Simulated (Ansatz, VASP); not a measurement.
**Two plane-wave programs on Zr**

```xyz
5
Lattice="3.5211 0.0000 0.0000 0.0000 3.5211 0.0000 0.0000 0.0000 24.0421" Properties=species:S:1:pos:R:3 pbc="T T T"
Zr    1.7605    1.7605    8.5000
Zr    0.0000    0.0000   10.2605
Zr    1.7605    1.7605   11.9920
Zr    0.0000    0.0000   13.7292
Zr    1.7605    1.7605   15.4187
```

Alike in both runs: functional PBEsol; k mesh 8 × 8 × 1; occupations gaussian, width 0.1 eV; no spin polarisation.

Ansatz relaxed the structure, and its values are those at the end. VASP's run is a single point on that final structure, the one shown.

|  | VASP | Ansatz |
| --- | --- | --- |
| version | VASP 6.6.1 | Ansatz 0.2.0 |
| potentials or method | VASP PAW PBE potentials, release 64 (Zr_sv) | scalar-relativistic, plane waves, PAW |
| plane-wave cutoff (eV) | 520 | 420 |
| valence electrons in the cell | 60 | 60 |

|  | VASP | Ansatz | Ansatz less VASP |
| --- | --- | --- | --- |
| gap on the k mesh at the Fermi level (eV) | none | none | - |
| rms of the force components (eV/Å) | 0.126 | 0.127 | +0.0008 |
| work function, face that differs most (eV) | 3.32 | 3.32 | +0.001 |

A gap of «none» marks a metal or a gap that the smearing closes.

Caveats: the PAW data sets were made with another functional, which shifts forces and pressure a little (VASP).
